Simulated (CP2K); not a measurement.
Crystal: TiSi2.

```
Ti Si
1.0
     4.77937    0.00000    0.00000
     2.64489    3.98082    0.00000
    -3.55269   -2.28777    2.23314
Ti Si
1 2
Direct
  0.00000 0.00000 0.00000
  0.67008 0.67008 0.00000
  0.32992 0.32992 0.00000
```

The cell comes from a database or a generator and needn't be the stable form of this composition.

| Item | Value |
| --- | --- |
| Program | CP2K 2026.2 |
| Task | single point |
| Functional | PBE |
| Potentials or basis | POTENTIAL_UZH Ti GTH-PBE-q12, Si GTH-PBE-q4; TZVP-MOLOPT-PBE-GTH basis |
| Density cutoff | 6123 eV |
| k mesh | 12 × 12 × 12 |
| Occupations | fermi-dirac, width 0.05 eV |
| Spin | no spin polarisation |

On this cell: pressure 0.0 GPa; largest force 0.028 eV/Å; band gap on the k mesh none (metal or under the smearing width).

The same run follows on a disturbed copy (atoms moved at random, drawn with an rms of 0.05 Å):

```
Ti Si
1.0
     4.77937    0.00000    0.00000
     2.64489    3.98082    0.00000
    -3.55269   -2.28777    2.23314
Ti Si
1 2
Direct
  0.99363 0.00244 0.00629
  0.68330 0.66758 0.01412
  0.33705 0.31549 0.99488
```

Problem. What changes?

Solution. The energy (extrapolated to zero smearing) moves by +6.9 meV/atom; pressure 0.3 GPa; largest force 0.544 eV/Å; band gap on the k mesh none (metal or under the smearing width).

Forces in eV/Å, atoms in the order of the input:
```
Ti   0.465 -0.279  0.046
Si  -0.218  0.146 -0.143
Si  -0.243  0.135  0.097
```

Stress tensor (GPa, compression positive):
```
 0.16 -0.39 -0.28
-0.39  0.22  0.29
-0.28  0.29  0.47
```

Caveats: the basis of atomic orbitals isn't converged, which shifts pressures, moduli and gaps.
